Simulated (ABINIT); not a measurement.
The system is W.

```
W
1.0
    -1.58234    1.58234    1.58234
     1.58234   -1.58234    1.58234
     1.58234    1.58234   -1.58234
W
1
Direct
  0.00000 0.00000 0.00000
```

* Program: ABINIT 10.8.3 (patched build)
* Task: relaxation of cell and atoms
* Functional: PBE
* Potentials or basis: JTH PAW PBE v2.0
* Cutoff: 435 eV
* k mesh: 12 × 12 × 12
* Occupations: fermi-dirac, width 0.05 eV
* Spin: no spin polarisation

At the start: pressure 6.3 GPa; volume 15.85 Å³/atom.

Q: Where does the relaxation end?

A: Over 3 steps the energy falls by 6.4 meV/atom and the volume is 16.17 Å³/atom (+2.0 %); space group Im-3m (No. 229, to 0.05 Å).

The path:
```tsv
step	energy change (eV)	largest force (eV/Å)	pressure (GPa)	volume (Å³)
1	0.0000	0.0000	6.34	15.85
2	-0.0064	0.0000	0.23	16.16
3	-0.0064	0.0000	0.01	16.17
```

Final structure:
```
W
1.0
    -1.59297    1.59297    1.59297
     1.59297   -1.59297    1.59297
     1.59297    1.59297   -1.59297
W
1
Direct
  0.00000 0.00000 0.00000
```
